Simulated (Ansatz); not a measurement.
# The perfect AlAs wire along [110], 6 atoms a period, H-terminated

What gap, if any, does the AlAs wire along [110], 6 atoms a period, H-terminated have, and how does it change with the functional and under strain?

Program: Ansatz 0.2.0. Level of theory: DFT PBE, plane waves, PAW; relaxation of a wire's period; PAW set soft_1, in the first sound run; inputs show where later runs differ. Results are calculated unless marked as measured.

**1. The starting structure**

The cell holds 14 atoms: 8 H, 3 Al and 3 As. Cell: a = 12.899 Å, b = 13.416 Å, c = 4.052 Å, α = 90.0°, β = 90.0°, γ = 90.0°. Vacuum lies along a and b. The structure's axis is c.

**2. Relaxing the period**

Band widths follow the bond lengths, so the wire is relaxed first. The atoms and the third cell vector are free; the box across stays fixed as vacuum. A Fermi-Dirac smearing is set since the result may be a metal. The pressure printed is a third of the stress's trace over the whole box, vacuum included; only the stress along the axis is relaxed.

Contents of input.yaml:

```yaml
crystal:
  lattice:
    - [12.899, 0.0, 0.0]
    - [0.0, 13.416, 0.0]
    - [0.0, 0.0, 4.0517218562]
  atoms:
    - { symbol: H, position: [0.373746259, 0.253428742, 0.0] }
    - { symbol: Al, position: [0.444018367, 0.348978804, 0.0] }
    - { symbol: H, position: [0.736400716, 0.499982153, 0.183616083] }
    - { symbol: H, position: [0.263586325, 0.499982153, 0.312353549] }
    - { symbol: As, position: [0.555073488, 0.650985502, 0.5] }
    - { symbol: As, position: [0.555073488, 0.348978804, 0.5] }
    - { symbol: H, position: [0.62445041, 0.745318365, 0.5] }
    - { symbol: H, position: [0.62445041, 0.25464594, 0.5] }
    - { symbol: Al, position: [0.666128608, 0.499982153, 0.5] }
    - { symbol: H, position: [0.263586325, 0.499982153, 0.687646451] }
    - { symbol: H, position: [0.736400716, 0.499982153, 0.816383917] }
    - { symbol: As, position: [0.332963247, 0.499982153, 0.0] }
    - { symbol: H, position: [0.373746259, 0.746535564, 0.0] }
    - { symbol: Al, position: [0.444018367, 0.650985502, 0.0] }
kpoints:
  mp_grid: { grid: [1, 1, 20] }
scf:
  occupations: { method: fermi_dirac, width: 0.05 }
hamiltonian:
  xc: pbe
  pseudopotentials: { kind: paw, azcp: { folder: soft_1 } }
relax:
  cell: { fix: [a, b, alpha, beta, gamma] }
  max_steps: 45
  f_tol: 0.03
```

Started as:

```sh
$ ansatz run input.yaml --threads 4 --pin off --max-ram 16384MiB --backend cpu --events-out ev --progress --plain --runs-dir out
```

Numbers of over 12 decimals in the logs are rounded to 6 here.

What it wrote:

```text
Engine: ansatz 0.2.0, x86_64-unknown-linux-gnu
Pseudopotentials: kind: paw
Pseudopotential: H, paw, valence charge 1, recommended cutoff 420 eV (normal), soft_1/H.paw.azcp
Pseudopotential: Al, paw, valence charge 3, recommended cutoff 420 eV (normal), soft_1/Al.paw.azcp
Pseudopotential: As, paw, valence charge 15, recommended cutoff 420 eV (normal), soft_1/As.paw.azcp
Functional definition: PBE
  parameter kappa = 0.804
  parameter beta = 0.066725
  exchange = pbe_x(kappa = kappa, mu = beta*pi^2/3)
  correlation = pbe_c(beta = beta)
Crystal: 14 atoms, lattice volume = 701.163 Å³
Basis set: ecut = 420 eV, 13731 PW (Γ), exchange–correlation on 180×180×60 points (8 copies of the dense FFT grid, shifted against one another)
Bands: 45, of which v1, the nominal top of the filled ones, is band 31 counted from 1 (30 counted from 0)
Symmetry: 4 space group operations
Space group: Pmm2 (ITA 25), of the structure as read, at distance tolerance 8.9e-5 Å
k-points: 11 of 20
Non-local potential: H, projectors of the file, l = 0: 2, l = 1: 1
Non-local potential: Al, projectors of the file, l = 0: 2, l = 1: 2, l = 2: 1
Non-local potential: As, projectors of the file, l = 0: 2, l = 1: 2, l = 2: 3, l = 3: 1
PAW form: soft (Blöchl's): semilocal exchange-correlation on the pseudo side does not see the compensation charge
PAW one-centre angular grid: H, 110 points (default); XC on 64 Gauss nodes
PAW one-centre angular grid: Al, 110 points (default); XC on 64 Gauss nodes
PAW one-centre angular grid: As, 590 points (default); XC on 64 Gauss nodes
Initial density: superposition of atomic densities (neutral atoms: chi_scale 0, normalization atom)
Initial wavefunctions: pseudopotential atomic-orbital guess
Functional: x = pbe(κ = 0.804, μ = 0.219515), c = pbe(β = 0.066725)
SCF iter   1: F=—  HF=-16310.046396 eV  |F-HF|=—  |Δ(HF+E_count)|=         —  Δρ=3.61e-2  dr2=1.05e1  ethr=3.10e-3  ⟨swp⟩=7.5  Hψ=2420  notcnv=0  defer=7
preconditioner: auto → Resta (q_TF=auto, 1.821 Å⁻¹)  ε∞=1.7  [insulator: Δε(μ)=2.685 eV  Ē_g=9.835 eV  σ=0.050 eV  W_gap=1.00  n_scr=66 (ndim 8)  ℏωp=7.9 eV  f_vac=0.597  D(μ)=0.00/eV (n_scr^D=0)  ε∞_Penn≈1.7  vacuum switching on, ρ_ref=7.0e-3 e/Å³]
SCF iter   2: F=—  HF=-16306.819863 eV  |F-HF|=—  |Δ(HF+E_count)|=    3.23e0  Δρ=1.42e-2  dr2=1.68e0  ethr=3.10e-3  ⟨swp⟩=3.5  Hψ=860  notcnv=0  defer=86
preconditioner: auto → LDOS  [insulator: Δε(μ)=0.135 eV  Ē_g=8.943 eV  σ=0.050 eV  W_gap=0.59  n_scr=66 (ndim 8)  ℏωp=7.7 eV  f_vac=0.618  D(μ)=0.97/eV (n_scr^D=4)  ε∞_Penn≈1.7  β→1.0]
SCF iter   3: F=—  HF=-16306.614911 eV  |F-HF|=—  |Δ(HF+E_count)|=   2.05e-1  Δρ=9.24e-3  dr2=2.03e0  ethr=2.71e-3  ⟨swp⟩=3.1  Hψ=822  notcnv=0  defer=88
SCF iter   4: F=—  HF=-16306.340593 eV  |F-HF|=—  |Δ(HF+E_count)|=   2.74e-1  Δρ=3.03e-3  dr2=1.11e-1  ethr=2.71e-3  ⟨swp⟩=2.4  Hψ=501  notcnv=0  defer=88
SCF iter   5: F=—  HF=-16306.322141 eV  |F-HF|=—  |Δ(HF+E_count)|=   1.85e-2  Δρ=9.59e-4  dr2=1.61e-2  ethr=1.79e-4  ⟨swp⟩=3.3  Hψ=808  notcnv=0  defer=83
SCF iter   6: F=—  HF=-16306.321441 eV  |F-HF|=—  |Δ(HF+E_count)|=   7.00e-4  Δρ=4.49e-4  dr2=2.66e-3  ethr=2.60e-5  ⟨swp⟩=2.0  Hψ=535  notcnv=0  defer=83
SCF iter   7: F=—  HF=-16306.321391 eV  |F-HF|=—  |Δ(HF+E_count)|=   5.07e-5  Δρ=2.09e-4  dr2=8.09e-4  ethr=4.28e-6  ⟨swp⟩=2.0  Hψ=573  notcnv=0  defer=83
SCF iter   8: F=—  HF=-16306.321290 eV  |F-HF|=—  |Δ(HF+E_count)|=   1.01e-4  Δρ=8.72e-5  dr2=1.35e-4  ethr=1.30e-6  ⟨swp⟩=2.5  Hψ=716  notcnv=0  defer=83
SCF iter   9: F=—  HF=-16306.321281 eV  |F-HF|=—  |Δ(HF+E_count)|=   8.73e-6  Δρ=3.12e-5  dr2=1.48e-5  ethr=2.18e-7  ⟨swp⟩=2.0  Hψ=658  notcnv=0  defer=83
SCF iter  10: F=—  HF=-16306.321252 eV  |F-HF|=—  |Δ(HF+E_count)|=   2.90e-5  Δρ=7.92e-6  dr2=7.00e-7  ethr=2.39e-8  ⟨swp⟩=2.0  Hψ=640  notcnv=0  defer=83
SCF iter  11: F=-16306.321252 eV  HF=-16306.321252 eV  |F-HF|=3.74e-8  |Δ(HF+E_count)|=   2.30e-7  Δρ=2.41e-6  dr2=7.59e-8  ethr=1.61e-10  ⟨swp⟩=3.2  Hψ=1795  notcnv=0
SCF 1 converged in 11 iterations: F = -16306.321252 eV  dr2 = 7.59e-8
  greatest PAW one-centre occupation: 0.999 electrons in one spin orbital (limit 2), on the As atom at site 11 (counted from 0), in its partial waves of l = 2
relax step   1: F+E_penalty+E_count = -16306.32125213 eV  Δ(F+E_penalty+E_count) = +0.000e0 eV  max|allowed force component| = 1.053e0 eV/Å  Δτ_max = 0.0000 Å  P = +0.581 GPa  Ω = 701.163 Å³  fix = [a, b, alpha, beta, gamma]  reactions: a +0.193, b +0.243 GPa  (11 SCF iters, dr2 threshold 1.00e-7 eV, accepted)
Crystal: 14 atoms, lattice volume = 722.782 Å³
Basis set: ecut = 420 eV, 14059 PW (Γ), exchange–correlation on 180×180×60 points (8 copies of the dense FFT grid, shifted against one another)
Initial density: handed on by an earlier stage of this run
Initial wavefunctions: those handed on with the density
iter 1 solved again at ethr=1.16e-3 eV; its pass at ethr=3.10e-3 eV (dr2=7.17e-1 eV) is discarded
SCF iter   1: F=—  HF=-16307.368888 eV  |F-HF|=—  |Δ(HF+E_count)|=         —  Δρ=1.06e-2  dr2=7.40e-1  ethr=1.16e-3  ⟨swp⟩=2.9  Hψ=2646  notcnv=0
preconditioner: auto → Resta (q_TF=auto, 1.812 Å⁻¹)  ε∞=1.7  [insulator: Δε(μ)=1.089 eV  Ē_g=9.139 eV  σ=0.050 eV  W_gap=1.00  n_scr=70 (ndim 8)  ℏωp=7.8 eV  f_vac=0.652  D(μ)=0.00/eV (n_scr^D=0)  ε∞_Penn≈1.7  vacuum switching on, ρ_ref=6.1e-3 e/Å³]
SCF iter   2: F=—  HF=-16307.203687 eV  |F-HF|=—  |Δ(HF+E_count)|=   1.65e-1  Δρ=4.89e-3  dr2=1.30e-1  ethr=1.16e-3  ⟨swp⟩=3.7  Hψ=875  notcnv=0
SCF iter   3: F=—  HF=-16307.186699 eV  |F-HF|=—  |Δ(HF+E_count)|=   1.70e-2  Δρ=1.03e-3  dr2=1.14e-2  ethr=2.10e-4  ⟨swp⟩=3.1  Hψ=930  notcnv=0  defer=46
SCF iter   4: F=—  HF=-16307.184752 eV  |F-HF|=—  |Δ(HF+E_count)|=   1.95e-3  Δρ=3.06e-4  dr2=9.19e-4  ethr=1.83e-5  ⟨swp⟩=2.4  Hψ=891  notcnv=0  defer=46
SCF iter   5: F=—  HF=-16307.184748 eV  |F-HF|=—  |Δ(HF+E_count)|=   3.35e-6  Δρ=9.27e-5  dr2=6.25e-5  ethr=1.48e-6  ⟨swp⟩=2.0  Hψ=831  notcnv=0  defer=46
SCF iter   6: F=—  HF=-16307.184771 eV  |F-HF|=—  |Δ(HF+E_count)|=   2.29e-5  Δρ=2.00e-5  dr2=4.49e-6  ethr=1.01e-7  ⟨swp⟩=2.0  Hψ=597  notcnv=0  defer=46
SCF iter   7: F=-16307.184773 eV  HF=-16307.184773 eV  |F-HF|=3.45e-7  |Δ(HF+E_count)|=   1.71e-6  Δρ=6.03e-6  dr2=2.42e-7  ethr=2.26e-9  ⟨swp⟩=5.0  Hψ=1639  notcnv=0
SCF 2 converged in 7 iterations: F = -16307.184773 eV  dr2 = 2.42e-7
[...]
SCF iter   4: F=—  HF=-16307.226231 eV  |F-HF|=—  |Δ(HF+E_count)|=   5.85e-4  Δρ=1.80e-4  dr2=2.64e-4  ethr=6.50e-6  ⟨swp⟩=2.0  Hψ=784  notcnv=0  defer=52
SCF iter   5: F=—  HF=-16307.226290 eV  |F-HF|=—  |Δ(HF+E_count)|=   5.96e-5  Δρ=4.14e-5  dr2=1.91e-5  ethr=4.25e-7  ⟨swp⟩=2.0  Hψ=627  notcnv=0  defer=52
SCF iter   6: F=—  HF=-16307.226294 eV  |F-HF|=—  |Δ(HF+E_count)|=   3.55e-6  Δρ=1.35e-5  dr2=1.68e-6  ethr=3.07e-8  ⟨swp⟩=2.0  Hψ=722  notcnv=0  defer=52
SCF iter   7: F=-16307.226294 eV  HF=-16307.226294 eV  |F-HF|=1.89e-9  |Δ(HF+E_count)|=   8.29e-7  Δρ=3.91e-6  dr2=2.02e-7  ethr=2.26e-9  ⟨swp⟩=5.0  Hψ=1765  notcnv=0
SCF 3 converged in 7 iterations: F = -16307.226294 eV  dr2 = 2.02e-7
relax step   3: F+E_penalty+E_count = -16307.22629445 eV  Δ(F+E_penalty+E_count) = -4.152e-2 eV  max|allowed force component| = 8.237e-1 eV/Å  Δτ_max = 0.1453 Å  P = +0.040 GPa  Ω = 757.840 Å³  energy of the carried Pulay correction = -7.258e-3 eV  fix = [a, b, alpha, beta, gamma]  reactions: a +0.068, b +0.005 GPa  (7 SCF iters, dr2 threshold 1.40e-6 eV, accepted)
[...]
relax step   4: F+E_penalty+E_count = -16307.27996864 eV  Δ(F+E_penalty+E_count) = -5.367e-2 eV  max|allowed force component| = 1.253e-1 eV/Å  Δτ_max = 0.0876 Å  P = -0.046 GPa  Ω = 749.261 Å³  energy of the carried Pulay correction = -6.196e-3 eV  fix = [a, b, alpha, beta, gamma]  reactions: a -0.069, b -0.104 GPa  (6 SCF iters, dr2 threshold 1.40e-6 eV, accepted)
[...]
relax step   5: F+E_penalty+E_count = -16307.28367663 eV  Δ(F+E_penalty+E_count) = -3.708e-3 eV  max|allowed force component| = 3.991e-2 eV/Å  Δτ_max = 0.0323 Å  P = +0.006 GPa  Ω = 748.437 Å³  energy of the carried Pulay correction = -6.093e-3 eV  fix = [a, b, alpha, beta, gamma]  reactions: a -0.002, b +0.022 GPa  (5 SCF iters, dr2 threshold 9.81e-7 eV, accepted)
[...]
relax step   6: F+E_penalty+E_count = -16307.28408495 eV  Δ(F+E_penalty+E_count) = -4.083e-4 eV  max|allowed force component| = 3.384e-3 eV/Å  Δτ_max = 0.0087 Å  P = -0.006 GPa  Ω = 749.436 Å³  energy of the carried Pulay correction = -6.218e-3 eV  fix = [a, b, alpha, beta, gamma]  reactions: a -0.014, b +0.004 GPa  (5 SCF iters, dr2 threshold 9.96e-8 eV, accepted)
Initial wavefunctions: pseudopotential atomic-orbital guess (no wavefunctions were taken with the density)
iter 1 solved again at ethr=3.87e-7 eV; its pass at ethr=3.10e-3 eV (dr2=2.40e-4 eV) is discarded
SCF iter   1: F=—  HF=-16307.282194 eV  |F-HF|=—  |Δ(HF+E_count)|=         —  Δρ=2.05e-4  dr2=1.44e-5  ethr=3.87e-7  ⟨swp⟩=3.6  Hψ=3879  notcnv=0
preconditioner: auto → Resta (q_TF=auto, 1.801 Å⁻¹)  ε∞=1.7  [insulator: Δε(μ)=1.550 eV  Ē_g=9.074 eV  σ=0.050 eV  W_gap=1.00  n_scr=78 (ndim 8)  ℏωp=7.7 eV  f_vac=0.652  D(μ)=0.00/eV (n_scr^D=0)  ε∞_Penn≈1.7  vacuum switching on, ρ_ref=6.0e-3 e/Å³]
SCF iter   2: F=—  HF=-16307.290423 eV  |F-HF|=—  |Δ(HF+E_count)|=   8.23e-3  Δρ=1.03e-4  dr2=3.66e-6  ethr=2.33e-8  ⟨swp⟩=2.1  Hψ=828  notcnv=0
SCF iter   3: F=—  HF=-16307.293945 eV  |F-HF|=—  |Δ(HF+E_count)|=   3.52e-3  Δρ=8.72e-6  dr2=7.62e-7  ethr=5.90e-9  ⟨swp⟩=2.7  Hψ=850  notcnv=0
SCF iter   4: F=—  HF=-16307.293973 eV  |F-HF|=—  |Δ(HF+E_count)|=   2.78e-5  Δρ=1.74e-6  dr2=2.51e-8  ethr=1.23e-9  ⟨swp⟩=2.0  Hψ=638  notcnv=0
SCF iter   5: F=—  HF=-16307.293973 eV  |F-HF|=—  |Δ(HF+E_count)|=   1.94e-8  Δρ=5.39e-7  dr2=1.83e-9  ethr=4.05e-11  ⟨swp⟩=2.0  Hψ=661  notcnv=0
SCF iter   6: F=—  HF=-16307.293973 eV  |F-HF|=—  |Δ(HF+E_count)|=   9.57e-8  Δρ=1.17e-7  dr2=2.44e-10  ethr=2.95e-12  ⟨swp⟩=2.0  Hψ=671  notcnv=0
SCF iter   7: F=-16307.293973 eV  HF=-16307.293973 eV  |F-HF|=3.39e-9  |Δ(HF+E_count)|=   1.79e-9  Δρ=4.69e-8  dr2=2.18e-11  ethr=1.00e-12  ⟨swp⟩=5.0  Hψ=1586  notcnv=0
SCF 7 converged in 7 iterations: F = -16307.293973 eV  dr2 = 2.18e-11
relax step   7: F+E_penalty+E_count = -16307.29397329 eV  Δ(F+E_penalty+E_count) = -9.888e-3 eV  max|allowed force component| = 5.775e-3 eV/Å  Δτ_max = 0.0000 Å  P = +0.006 GPa  Ω = 749.436 Å³  fix = [a, b, alpha, beta, gamma]  reactions: a -0.010, b +0.010 GPa  stress off target by 1.85e-2 GPa on what of the cell is left free  SCF on the basis re-selected at this cell (its energy is not comparable with the rows above)  (7 SCF iters)
basis re-selected at this cell: Δ(F+E_penalty+E_count) = -9.888e-3 eV, ΔP = +0.012 GPa vs the last step (what re-selecting the basis moved, of the pressure what is left beyond the Pulay correction that the steps carried, after the strain that the cell walked since its last selection, with what the two solves' SCF thresholds leave and, on support functions, any second-order correction that the steps lacked; it is no m [...]
SCF converged after 7 iterations
Free energy (F): -16307.293973 eV
Harris-Foulkes:  -16307.293973 eV  (|F-HF|=3.39e-9)
Internal energy: -16307.293973 eV  (E = F + TS)
E sigma→0 (E₀):  -16307.293973 eV
Entropy (-TS):   -0.000000 eV (-0.000 meV/atom)
Fermi energy:    -1.686576 eV
--- Per-component energies (eV) ---
  E_band       = -1375.194576
  E_kinetic    = 460.747190
  E_local      = -18645.932950  (includes V_loc(G=0)·N_el)
  E_nonlocal   = -1142.988968
  E_hartree    = 9350.944734
  E_xc         = -390.640726
  E_vxc        = -393.747914  (∫ρ·V_xc dr)
  E_paw        = -7454.589634  (= ΣΔE_a)
  E_vpaw       = -355.153843  (= ΣTr[D̂ρ^β])
  E_aug_tail   = -0.007541  (compensation charges beyond the density's cutoff)
  E_ewald      = 1515.173921
  E_smearing   = -0.000000  (= −TS)
  E_closure    = 0.000000  (closes the sum)
  Σ components = -16307.293973   (vs F -16307.293973, Δ=0.00e0)
--- Forces (eV/Å), atoms counted from 1 ---
  atom   1  H     -0.00222867     0.00021946     0.00000000
  atom   2  Al     0.00309731    -0.00192717     0.00000000
  atom   3  H     -0.00124388     0.00000000     0.00124971
  atom   4  H      0.00229953    -0.00000000    -0.00429757
  atom   5  As    -0.00168273     0.00403581     0.00000000
  atom   6  As    -0.00168273    -0.00403581     0.00000000
  atom   7  H      0.00219677    -0.00065185     0.00000000
  atom   8  H      0.00219677     0.00065185     0.00000000
  atom   9  Al     0.00089770    -0.00000000     0.00000000
  atom  10  H      0.00229953    -0.00000000     0.00429757
  atom  11  H     -0.00124388     0.00000000    -0.00124971
  atom  12  As    -0.00577479     0.00000000     0.00000000
  atom  13  H     -0.00222867    -0.00021946     0.00000000
  atom  14  Al     0.00309731     0.00192717     0.00000000
  max |Σ_I F_I| component: 4.55e-7 eV/Å
--- Stress (GPa, compression-positive) ---
       -0.009731       0.000000       0.000000
        0.000000       0.009504       0.000000
        0.000000       0.000000       0.018482
  P = ⅓ Tr σ = 0.0061 GPa (0.061 kbar)
--- Relaxed structure (6 steps of the walk, 6 accepted, 1 SCFs on fresh bases) ---
  F+E_penalty+E_count = -16307.29397329 eV   max|allowed force component| = 5.775e-3 eV/Å   (the final SCF, on the basis selected at the relaxed cell)
  cell:  # Å, volume = 749.4360 Å³
    - [12.899, 0.0, 0.0]
    - [0.0, 13.416, 0.0]
    - [0.0, 0.0, 4.330674]
  atoms:
    - { symbol: H, position: [0.368239, 0.241781, 0] }
    - { symbol: Al, position: [0.445212, 0.334371, 0] }
    - { symbol: H, position: [0.740304, 0.499982, 0.190109] }
    - { symbol: H, position: [0.271444, 0.499982, 0.260320] }
    - { symbol: As, position: [0.545747, 0.641515, 0.500000] }
    - { symbol: As, position: [0.545747, 0.358449, 0.500000] }
    - { symbol: H, position: [0.611879, 0.735629, 0.500000] }
    - { symbol: H, position: [0.611879, 0.264335, 0.500000] }
    - { symbol: Al, position: [0.677748, 0.499982, 0.500000] }
    - { symbol: H, position: [0.271444, 0.499982, 0.739680] }
    - { symbol: H, position: [0.740304, 0.499982, 0.809891] }
    - { symbol: As, position: [0.350243, 0.499982, 0] }
    - { symbol: H, position: [0.368239, 0.758184, 0] }
    - { symbol: Al, position: [0.445212, 0.665594, 0] }
```

Elapsed: 37 s, on 4 threads of Intel Xeon Platinum 8488C (Sapphire Rapids), shared host; peak memory 1.2 GiB.

Relaxation path:

```
step  energy less that of the first step (eV)  largest force component (eV/Å)  pressure (GPa)  volume (Å³)
   1                                   0.0000                          1.0527            0.58       701.16
   2                                  -0.8635                          0.4620            0.15       722.78
   3                                  -0.9050                          0.8237            0.04       757.84
   4                                  -0.9587                          0.1253           -0.05       749.26
   5                                  -0.9624                          0.0399            0.01       748.44
   6                                  -0.9628                          0.0034           -0.01       749.44
  7*                                  -0.9727                          0.0058            0.01       749.44
```

Relaxation steps marked * repeat the geometry before them on a plane-wave basis chosen anew for their cell, so energy and pressure can jump there.

The run keeps the 4 symmetry operations that it works with, so distortions that break them were not tested.

```
cell as run  before  after  change
      c (Å)   4.052  4.331  +6.9 %
```

The atoms that moved most (Å, along periodic axes as changes of fractional coordinates times the final cell, across vacuum about the mean position):

```
atom      dx      dy      dz  length
  H4   0.101   0.000  -0.225   0.247
 H10   0.101   0.000   0.225   0.247
As12   0.223   0.000   0.000   0.223
  H8  -0.162   0.130   0.000   0.208
  H7  -0.162  -0.130   0.000   0.208
 Al2   0.015  -0.196   0.000   0.197
Al14   0.015   0.196   0.000   0.197
 As5  -0.120  -0.127   0.000   0.175
```

This step gave:

| Item | Value |
| --- | --- |
| cell length along the wire | 4.331 Å |

The cell's length comes to 4.331 Å with spin left out.

(Part 1 of 3 ends here.)

[Logs are printed without paths, hosts, clocks, repeated set-up lines and the standing remarks that a program may print on its own settings, such as how far it seeks lower states.]

[Hosts, paths, dates, database ids (printed as entryN), source tags and the programs' standing remarks are cut or masked in the printed files.]
